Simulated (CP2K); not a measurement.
CoO:

```
Co O
1.0
     3.01440    0.00000    0.00000
     1.50720    2.61054    0.00000
     1.50720    0.87018    2.46124
Co O
1 1
Direct
  0.00000 0.00000 0.00000
  0.50000 0.50000 0.50000
```

Base run:

```yaml
Program: CP2K 2026.2
Functional: PBE
Dispersion: D3(BJ)
Potentials_or_basis: POTENTIAL_UZH Co GTH-PBE-q17, O GTH-PBE-q6; TZVP-MOLOPT-PBE-GTH basis
Density_cutoff: 11565 eV
k_mesh: 11 × 11 × 11
Occupations: fermi-dirac, width 0.05 eV
Spin: collinear spin, ferromagnetic start
Starting_moments: "[2.0, 0.0] μB"
```

Its results: pressure -4.6 GPa; site moments Co +2.74; O +0.26 μB.

**Question.** After a change of settings the same cell gave: pressure -3.5 GPa; site moments Co +2.74; O +0.26 μB. Which change was it?
A. dispersion from D3(BJ) to none
B. dispersion from D3(BJ) to D2
C. dispersion from D3(BJ) to D4

**Answer.** C.

Caveats: the basis of atomic orbitals isn't converged, which shifts pressures, moduli and gaps; the total moment is fixed, so each spin has its own Fermi level; a cell with one magnetic atom can't hold antiferromagnetic order, which such compounds often take.
